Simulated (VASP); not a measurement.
Method: G0W0 on PBE orbitals, VASP's PBE PAW potentials (set 64) (plane waves; VASP).

VASP ran on this input.

File POSCAR:
```
AlSb
1
    0.0000000000     3.0700000000     3.0700000000
    3.0700000000     0.0000000000     3.0700000000
    3.0700000000     3.0700000000     0.0000000000
Al Sb
1 1
Direct
  0.0000000000   0.0000000000   0.0000000000
  0.2500000000   0.2500000000   0.2500000000
```

KPOINTS:
```
Automatic mesh
0
Gamma
4 4 4
0 0 0
```

**INCAR**
```
ALGO  =  EVGW0
GGA  =  PE   ! PBE
SIGMA  =  0.01
ENCUTGW  =  200
LASPH  =  .TRUE.   ! aspherical one-centre terms
SYSTEM  =  AlSb
LREAL  =  .FALSE.   ! projection in real space or not
LCHARG  =  .FALSE.
PREC  =  Normal
NBANDS  =  160
LWAVE  =  .FALSE.
NBANDSGW  =  17
LSPECTRALGW  =  .TRUE.
ENCUT  =  350
NELMGW  =  1
ISMEAR  =  0   ! Gaussian
NOMEGA  =  64
```

POTCAR, in this order: Al_GW Sb_d_GW (PBE.64 set). Program: vasp_std. Read from the step before: WAVECAR, WAVEDER.

The run wrote:

OSZICAR:
```
energies w=
    0.000    0.000    0.548    0.000    1.094    0.000    1.638    0.000
    2.178    0.000    2.714    0.000    3.245    0.000    3.769    0.000
    4.287    0.000    4.799    0.000    5.303    0.000    5.800    0.000
    6.291    0.000    6.774    0.000    7.252    0.000    7.725    0.000
    8.192    0.000    8.655    0.000    9.115    0.000    9.571    0.000
   10.026    0.000   10.480    0.000   10.934    0.000   11.389    0.000
   11.847    0.000   12.307    0.000   12.772    0.000   13.243    0.000
   13.722    0.000   14.209    0.000   14.706    0.000   15.215    0.000
   15.739    0.000   16.279    0.000   16.837    0.000   17.417    0.000
   18.020    0.000   18.652    0.000   19.315    0.000   20.013    0.000
   20.752    0.000   21.539    0.000   22.378    0.000   23.279    0.000
   24.251    0.000   25.306    0.000   26.456    0.000   27.719    0.000
   29.114    0.000   30.668    0.000   32.411    0.000   34.384    0.000
   36.637    0.000   39.240    0.000   42.282    0.000   45.888    0.000
   50.231    0.000   55.564    0.000   62.265    0.000   70.934    0.000
   82.575    0.000   99.007    0.000  123.909    0.000  166.008    0.000
NQ=   1    0.0000    0.0000    0.0000,
 performed        217000 updates of chi_q(r,r)
NQ=   2    0.2500    0.0000    0.0000,
 performed        586000 updates of chi_q(r,r)
NQ=   3    0.5000    0.0000    0.0000,
 performed        912000 updates of chi_q(r,r)
NQ=   4    0.2500    0.2500    0.0000,
 performed       1281000 updates of chi_q(r,r)
NQ=   5    0.5000    0.2500    0.0000,
 performed       1770000 updates of chi_q(r,r)
NQ=   6   -0.2500    0.2500    0.0000,
 performed       2215000 updates of chi_q(r,r)
NQ=   7    0.5000    0.5000    0.0000,
 performed       2508000 updates of chi_q(r,r)
NQ=   8   -0.2500    0.5000    0.2500,
 performed       2866000 updates of chi_q(r,r)
 resolving degeneracies of screened two electron integrals
```

**OUTCAR**
```


 k-point   1 :       0.0000    0.0000    0.0000
  band No.  KS-energies  QP-energies   sigma(KS)   V_xc(KS)     V^pw_x(r,r')   Z            occupation Imag(sigma)

      1     -24.6741     -27.2673     -22.4391     -18.6065     -28.9786       0.6766       2.0000       0.3221
      2     -24.6741     -27.2673     -22.4391     -18.6065     -28.9786       0.6766       2.0000       0.3221
      3     -24.6741     -27.2673     -22.4391     -18.6065     -28.9786       0.6766       2.0000       0.3221
      4     -24.6531     -27.2416     -22.4259     -18.6077     -28.9644       0.6779       2.0000       0.3085
      5     -24.6531     -27.2416     -22.4259     -18.6077     -28.9644       0.6779       2.0000       0.3085
      6      -7.2737      -7.8364     -11.6645     -10.8179     -17.0512       0.6646       2.0000       0.9625
      7       3.4496       2.9120     -11.8776     -11.1735     -12.7188       0.7635       2.0000       0.0694
      8       3.4496       2.9120     -11.8776     -11.1735     -12.7188       0.7635       2.0000       0.0694
      9       3.4496       2.9120     -11.8776     -11.1735     -12.7188       0.7635       2.0000       0.0694
     10       5.0374       5.3305     -10.2250     -10.6096      -6.1896       0.7623       0.0000      -0.0974
     11       6.5513       6.6570      -8.9555      -9.0965      -4.8453       0.7500       0.0000      -0.1245
     12       6.5513       6.6570      -8.9555      -9.0965      -4.8453       0.7500       0.0000      -0.1245
     13       6.5513       6.6570      -8.9555      -9.0965      -4.8453       0.7500       0.0000      -0.1245
     14       9.9787       9.8158      -7.2368      -7.0235      -2.2961       0.7638       0.0000      -0.2692
     15      11.2264      11.3436      -8.9165      -9.0746      -3.8829       0.7413       0.0000      -0.2853
     16      11.2264      11.3436      -8.9165      -9.0746      -3.8829       0.7413       0.0000      -0.2853
     17      12.9186      12.8352      -7.5164      -7.4051      -2.1589       0.7492       0.0000      -0.4226

 k-point   2 :       0.2500    0.0000    0.0000
  band No.  KS-energies  QP-energies   sigma(KS)   V_xc(KS)     V^pw_x(r,r')   Z            occupation Imag(sigma)

      1     -24.6730     -27.2754     -22.4396     -18.6078     -28.9793       0.6792       2.0000       0.3214
      2     -24.6730     -27.2754     -22.4396     -18.6078     -28.9793       0.6792       2.0000       0.3214
      3     -24.6730     -27.2754     -22.4396     -18.6078     -28.9793       0.6792       2.0000       0.3214
      4     -24.6530     -27.2508     -22.4264     -18.6079     -28.9643       0.6803       2.0000       0.3089
      5     -24.6530     -27.2508     -22.4264     -18.6079     -28.9643       0.6803       2.0000       0.3089
      6      -6.7262      -7.2865     -11.8439     -11.0179     -16.9788       0.6784       2.0000       0.8999
      7       0.1298      -0.4330     -10.9780     -10.2072     -12.8833       0.7301       2.0000       0.1626
      8       2.9066       2.3548     -11.5959     -10.8693     -12.5726       0.7595       2.0000       0.0758
      9       2.9066       2.3548     -11.5959     -10.8693     -12.5726       0.7595       2.0000       0.0758
     10       5.2163       5.3608      -9.3032      -9.4928      -5.4171       0.7619       0.0000      -0.1004
     11       7.2384       7.3423      -9.0336      -9.1728      -4.7229       0.7469       0.0000      -0.1432
     12       7.2384       7.3423      -9.0336      -9.1728      -4.7229       0.7469       0.0000      -0.1432
     13       9.0709       9.2003      -9.7687      -9.9429      -4.9711       0.7430       0.0000      -0.2105
     14      10.4989      10.5338      -8.4973      -8.5441      -3.5799       0.7461       0.0000      -0.2708
     15      10.4989      10.5338      -8.4973      -8.5441      -3.5799       0.7461       0.0000      -0.2708
     16      10.9599      10.7854      -7.2177      -6.9860      -2.1180       0.7531       0.0000      -0.3171
     17      13.4046      13.3537      -8.1487      -8.0805      -2.6206       0.7452       0.0000      -0.4819

 k-point   3 :       0.5000    0.0000    0.0000
  band No.  KS-energies  QP-energies   sigma(KS)   V_xc(KS)     V^pw_x(r,r')   Z            occupation Imag(sigma)

      1     -24.6717     -27.2755     -22.4393     -18.6090     -28.9794       0.6798       2.0000       0.3209
      2     -24.6717     -27.2755     -22.4393     -18.6090     -28.9794       0.6798       2.0000       0.3209
      3     -24.6717     -27.2755     -22.4393     -18.6090     -28.9794       0.6798       2.0000       0.3209
      4     -24.6521     -27.2637     -22.4271     -18.6092     -28.9650       0.6841       2.0000       0.3090
      5     -24.6521     -27.2637     -22.4271     -18.6092     -28.9650       0.6841       2.0000       0.3090
      6      -5.8825      -6.4279     -12.3383     -11.5473     -17.0383       0.6896       2.0000       0.7682
      7      -1.9824      -2.5829     -10.3192      -9.4630     -13.4012       0.7013       2.0000       0.3412
      8       2.5368       1.9642     -11.5242     -10.7658     -12.6665       0.7550       2.0000       0.0837
      9       2.5368       1.9642     -11.5242     -10.7658     -12.6665       0.7550       2.0000       0.0837
     10       4.7889       4.9081      -9.2342      -9.3898      -5.4782       0.7656       0.0000      -0.0941
     11       7.1768       7.2504      -8.6539      -8.7517      -4.3834       0.7518       0.0000      -0.1396
     12       7.1768       7.2504      -8.6539      -8.7517      -4.3834       0.7518       0.0000      -0.1396
     13      10.0299       9.8241      -7.2064      -6.9334      -2.2189       0.7537       0.0000      -0.2748
     14      12.9398      12.9865      -8.8466      -8.9104      -3.0515       0.7322       0.0000      -0.5009
     15      12.9398      12.9865      -8.8466      -8.9104      -3.0515       0.7322       0.0000      -0.5009
     16      13.0812      13.0953      -9.0442      -9.0633      -3.5401       0.7450       0.0000      -0.4497
     17      13.9660      14.0589      -9.3669      -9.4917      -3.7578       0.7443       0.0000      -0.5692

 k-point   4 :       0.2500    0.2500    0.0000
  band No.  KS-energies  QP-energies   sigma(KS)   V_xc(KS)     V^pw_x(r,r')   Z            occupation Imag(sigma)

      1     -24.6755     -27.2636     -22.4375     -18.6045     -28.9764       0.6752       2.0000       0.3261
      2     -24.6703     -27.2885     -22.4417     -18.6111     -28.9819       0.6835       2.0000       0.3183
      3     -24.6703     -27.2885     -22.4417     -18.6111     -28.9819       0.6835       2.0000       0.3183
      4     -24.6536     -27.2347     -22.4248     -18.6065     -28.9624       0.6760       2.0000       0.3110
      5     -24.6513     -27.2765     -22.4282     -18.6098     -28.9660       0.6875       2.0000       0.3077
      6      -6.5330      -7.0901     -11.9042     -11.0864     -16.9485       0.6812       2.0000       0.8762
      7       0.2404      -0.2864     -11.3160     -10.5979     -13.1328       0.7336       2.0000       0.1544
      8       2.0502       1.4681     -11.1654     -10.3900     -12.4117       0.7506       2.0000       0.0924
      9       2.0502       1.4681     -11.1654     -10.3900     -12.4117       0.7506       2.0000       0.0924
     10       5.1708       5.1795      -8.4674      -8.4788      -4.7160       0.7645       0.0000      -0.1007
     11       6.5195       6.5727      -8.7782      -8.8482      -4.6396       0.7601       0.0000      -0.1232
     12       9.0150       9.1512      -9.6428      -9.8284      -4.8146       0.7340       0.0000      -0.2159
     13       9.0150       9.1512      -9.6428      -9.8284      -4.8146       0.7340       0.0000      -0.2159
     14      10.0542      10.2039      -9.5026      -9.7025      -4.5836       0.7491       0.0000      -0.2486
     15      12.0470      12.1651      -8.8991      -9.0581      -3.6091       0.7427       0.0000      -0.3720
     16      12.9789      12.9031      -7.9676      -7.8662      -2.4694       0.7481       0.0000      -0.4517
     17      14.6056      14.4984      -7.8197      -7.6761      -2.1817       0.7468       0.0000      -0.5951

 k-point   5 :       0.5000    0.2500    0.0000
  band No.  KS-energies  QP-energies   sigma(KS)   V_xc(KS)     V^pw_x(r,r')   Z            occupation Imag(sigma)

      1     -24.6744     -27.2706     -22.4378     -18.6057     -28.9769       0.6775       2.0000       0.3263
      2     -24.6694     -27.2992     -22.4415     -18.6124     -28.9821       0.6868       2.0000       0.3169
      3     -24.6694     -27.2992     -22.4415     -18.6124     -28.9821       0.6868       2.0000       0.3169
      4     -24.6536     -27.2469     -22.4245     -18.6066     -28.9620       0.6793       2.0000       0.3116
      5     -24.6513     -27.2737     -22.4281     -18.6100     -28.9656       0.6868       2.0000       0.3082
      6      -5.6417      -6.1834     -12.4277     -11.6490     -17.0096       0.6957       2.0000       0.7323
      7      -1.6117      -2.1849     -10.6576      -9.8436     -13.5489       0.7042       2.0000       0.2955
      8       0.7484       0.1437     -10.5697      -9.7517     -12.1909       0.7393       2.0000       0.1309
      9       1.7759       1.1786     -11.1490     -10.3482     -12.5301       0.7459       2.0000       0.1001
     10       5.3741       5.3736      -8.4382      -8.4375      -4.6149       0.7661       0.0000      -0.1034
     11       7.7232       7.7984      -9.1105      -9.2107      -4.6745       0.7495       0.0000      -0.1602
     12       8.6787       8.7594      -9.1799      -9.2885      -4.4983       0.7442       0.0000      -0.1932
     13       9.1948       9.2971      -9.1438      -9.2822      -4.2790       0.7391       0.0000      -0.2277
     14      12.4471      12.4614      -9.0896      -9.1091      -3.5024       0.7346       0.0000      -0.4559
     15      12.9683      13.0295      -8.9458      -9.0290      -3.2129       0.7348       0.0000      -0.4984
     16      14.1232      14.0735      -8.0400      -7.9733      -2.4744       0.7450       0.0000      -0.5206
     17      14.4885      14.6706      -9.6745      -9.9248      -3.5685       0.7274       0.0000      -0.6567

 k-point   6 :      -0.2500    0.2500    0.0000
  band No.  KS-energies  QP-energies   sigma(KS)   V_xc(KS)     V^pw_x(r,r')   Z            occupation Imag(sigma)

...
```
(Selected blocks of OUTCAR.)

The mesh is coarse and the basis finite, so the quasiparticle values are not converged.

The compound is AlSb in the zinc blende structure. The cell was not relaxed at this level. The k-mesh is coarse (spacing up to 0.44 per Å, 2π included), so the numbers may not be converged in it.
